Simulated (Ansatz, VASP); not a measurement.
# Two plane-wave programs on Pt

```xyz
1
Lattice="0.0000 1.9078 1.9078 1.9078 0.0000 1.9078 1.9078 1.9078 0.0000" Properties=species:S:1:pos:R:3 pbc="T T T"
Pt    0.0000    0.0000    0.0000
```

Change from the starting cell: equal engineering shear yz, xz and xy +0.0000, equal normal strain along x, y and z -0.0200.

Alike in both runs: task single point; functional LDA; k mesh 20 × 20 × 20; occupations gaussian, width 0.15 eV; no spin polarisation.

|  | VASP | Ansatz |
| --- | --- | --- |
| version | VASP 6.6.1 | Ansatz 0.2.0 |
| potentials or method | VASP PAW LDA potentials, release 64 (Pt) | scalar-relativistic, plane waves, PAW |
| plane-wave cutoff (eV) | 520 | 420 |
| valence electrons in the cell | 10 | 18 |

```tsv
	VASP	Ansatz	Ansatz less VASP
gap on the k mesh at the Fermi level (eV)	none	none	-
pressure (GPa)	23.1	22.0	-1.05
```

A gap of «none» marks a metal or a gap that the smearing closes. The two sets of potentials don't hold the same shells in valence. Ansatz warned: «pseudo_functional_mismatch».

Caveats: so large a pressure means that the cell lies far from this level's equilibrium, or that cutoff or potentials fall short (VASP). Spin-orbit coupling is left out, which matters for the levels of Pt.
